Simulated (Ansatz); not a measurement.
NaCl in the CsCl-type structure, relaxed with r2SCAN, was run in the plane-wave code Ansatz under altered settings. All numbers are computed, without spin polarisation but where a row says otherwise.

```
CELL_PARAMETERS angstrom
3.45955 0.00000 0.00000
0.00000 3.45955 0.00000
0.00000 0.00000 3.45955
ATOMIC_POSITIONS crystal
Na 0.00000 0.00000 0.00000
Cl 0.50000 0.50000 0.50000
```

The base run's other keys:
```yaml
kpoints:
  mp_grid: { grid: [6, 6, 6] }
hamiltonian:
  xc: r2scan
scf:
  occupations: { method: fixed }
  n_extra_bands: 4
```

It takes 6 iterations with 1021 plane waves at 500 eV and 20 k points, and leaves a mean stress of +0.03 GPa. The gap over this mesh is 4.916 eV. It ran on 4 threads of Arm Neoverse N1, on a shared host.

Outcomes, with energy and stress as changes against the base:
```
                                    setting            outcome  ΔF (meV/atom)  Δ mean stress (GPa)  gap on the mesh (eV)  iterations  wall time
                    hamiltonian.xc: mr2scan          converged              –                 0.00                 4.916           6      1.4 s
      scf.convergence.dr2_threshold: 0.0001  converged, warned            0.0                  0.0                 4.916           6      1.4 s
                         basis.ecutwfc: 300  converged, warned            +30                +0.07                 4.919           6     0.87 s
            scf.occupations: gaussian 0.001          converged            0.0                 0.00                 4.916           6      1.4 s
    scf.occupations: methfessel_paxton 0.05          converged            0.0                 0.00                 4.916           6      1.5 s
             scf.occupations: gaussian 0.05          converged            0.0                 0.00                 4.916           6      1.4 s
           scf.mixing.preconditioner: resta          converged            0.0                 0.00                 4.916           6      1.3 s
hamiltonian.xc: pbesol (cutoff then 420 eV)          converged              –                -0.33                 3.958           7     0.61 s
                         scf.mixing.ndim: 2          converged            0.0                 0.00                 4.916           6      1.4 s
            kpoints.mp_grid.grid: [5, 5, 5]          converged           +0.6                +0.02                 4.972           6      1.2 s
                         basis.ecutwfc: 350  converged, warned           +3.3                +0.01                 4.917           6      1.1 s
          scf.occupations: fermi_dirac 0.05          converged            0.0                 0.00                 4.916           6      1.4 s
                              accuracy: low          converged            0.0                 0.00                 4.916           6      1.3 s
                          basis.ecutwfc: 40      not converged              –                    –                     –          99      1.1 s
```
A dash marks a value that wasn't obtained or can't be compared. Stress is positive in compression. The base took 1.7 s.

- scf.convergence.dr2_threshold: 0.0001. It converges in 6 iterations, as the base does. Even so loose a threshold leaves the results unchanged here, which can't be counted on. Warned: force scf threshold loose, stress scf threshold loose.
- basis.ecutwfc: 300. 461 plane waves in place of 1021. The free energy moves by +30 meV an atom, the mean stress by +0.07 GPa and the gap on the mesh by +0.003 eV (to 4.919). The basis is too small: these are errors of the cutoff. Warned: cutoff below recommended.
- hamiltonian.xc: pbesol. The cutoff follows the functional, from 500 to 420 eV. The mean stress moves by -0.33 GPa and the gap on the mesh by -0.958 eV (to 3.958). It's another functional on the same cell, so totals aren't comparable.
- kpoints.mp_grid.grid: [5, 5, 5]. The free energy moves by +0.6 meV an atom, the mean stress by +0.02 GPa and the gap on the mesh by +0.056 eV (to 4.972). The gap changes mostly because other points are sampled; a mesh that misses a band edge overestimates it. The mesh is too coarse.
- basis.ecutwfc: 350. 619 plane waves in place of 1021. The free energy moves by +3.3 meV an atom, the mean stress by +0.01 GPa and the gap on the mesh by +0.001 eV (to 4.917). The basis is too small: these are errors of the cutoff. Warned: cutoff below recommended.
- basis.ecutwfc: 40. The run did not converge. It stopped after 99 iterations; the base needs 6. Nothing that it printed is a property of the solid. Error: did not converge after 99 iterations: dr2 = 3.96e-6 (threshold 1.00e-7), under the density mixer `msr1`, which `scf.mixing.algorithm: auto` chose by the deck's other keys (type `scf.mixing.algorithm: msr1` to keep it) […]

Within 1 meV an atom, 0.1 GPa and 0.005 eV of the base stay: scf.convergence.dr2_threshold: 0.0001; scf.occupations: gaussian 0.001; scf.occupations: methfessel_paxton 0.05; scf.occupations: gaussian 0.05; scf.mixing.preconditioner: resta; scf.mixing.ndim: 2; scf.occupations: fermi_dirac 0.05; accuracy: low.
